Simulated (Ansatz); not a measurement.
# Sc: how the free axis answers a strain

Sc, Fm-3m, a = 4.620 Å. This isn't the element's structure at ambient conditions. Ansatz: PBE, PAW, 420 eV, Γ-centred 14×14×10 mesh on 2 atoms, Gaussian smearing 0.10 eV; no spin polarisation. Series: biaxial strain in the a-b plane, c and atoms relaxed; x is the strain in per cent. The axes a, b, c are those of the computed cell (3.268, 3.268, 4.617 Å), along [1 1 0], [-1 1 0], [0 0 1] of the cell named above. y is the change of c in per cent of 4.617 Å.

```
x (%) y (%)
 -3.0   3.53
 -2.0   2.38
 -1.0   1.24
  0.0   0.00
  1.0  -1.14
  2.0      ?
  3.0  -3.75
```

Problem. Fit y = c1 x + c2 x² to the other rows, say what c1 measures, and predict the missing y.

Solution. Least squares on the rows shown. y = −1.211 x − 0.01139 x². With no stress along c, c1 = −2C12/C11 = -1.211. At x = 2.0 the fit asked for gives -2.47 %. The run gave -2.42 %, so the fit is 0.05 % too low, within twice the rms miss on the fitted rows (0.04 %).